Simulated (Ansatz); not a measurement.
All numbers below come from Ansatz, DFT PBE, scalar-relativistic, plane waves, PAW.

Cutoff 420 eV; k points 12×12×12 on the computed 2-atom cell (Γ-centred); Gaussian smearing, width 0.10 eV; no spin polarisation.

```
CELL_PARAMETERS angstrom
3.17906 0.00000 0.00000
0.00000 3.17906 0.00000
0.00000 0.00000 3.17906
ATOMIC_POSITIONS crystal
Ti 0.00000 0.00000 0.00000
Al 0.50000 0.50000 0.51416
```

**Question.** Is this geometry at equilibrium? Which atom feels the largest force?

**Answer.** It isn't. Atom 1 (Ti) feels (0.00, 0.00, 0.28) eV/Å, 0.284 eV/Å in size, and symmetry-related atoms feel the same size.

**Question.** Give all forces and the stress.

**Answer.**
```
atom Fx Fy Fz
 Ti1  0.000  0.000   0.284
 Al2  0.000  0.000  -0.284
```
Stress (GPa, compression positive):
```
0.91 0.00 0.00
0.00 0.91 0.00
0.00 0.00 0.81
```